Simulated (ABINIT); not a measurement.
The system is GaAs.

```
As Ga
1.0
     0.00000    2.82685    2.82685
     2.82685    0.00000    2.82685
     2.82685    2.82685    0.00000
As Ga
1 1
Cartesian
  4.2403 4.2403 4.2403
  0.0000 0.0000 0.0000
```

```yaml
Program: ABINIT 10.8.3 (patched build)
Task: relaxation of cell and atoms
Functional: PBE
Potentials_or_basis: PseudoDojo NC SR PBE v0.4.1 standard
Cutoff: 1143 eV
k_mesh: 6 × 6 × 6
Occupations: fermi-dirac, width 0.05 eV
Spin: no spin polarisation
```

At the start: pressure 3.4 GPa; volume 22.59 Å³/atom.

Question: Where does the relaxation end?

Answer: Over 5 steps the energy falls by 11.6 meV/atom and the volume is 23.75 Å³/atom (+5.1 %); space group F-43m (No. 216, to 0.05 Å).

The path:
```tsv
step	energy change (eV)	largest force (eV/Å)	pressure (GPa)	volume (Å³)
1	0.0000	0.0000	3.39	45.18
2	-0.0088	0.0000	2.61	45.65
3	-0.0231	0.0000	0.21	47.33
4	-0.0232	0.0000	0.02	47.49
5	-0.0232	0.0000	0.00	47.51
```

Final structure:
```
As Ga
1.0
     0.00000    2.87456    2.87456
     2.87456    0.00000    2.87456
     2.87456    2.87456    0.00000
As Ga
1 1
Direct
  0.75000 0.75000 0.75000
  0.00000 0.00000 0.00000
```
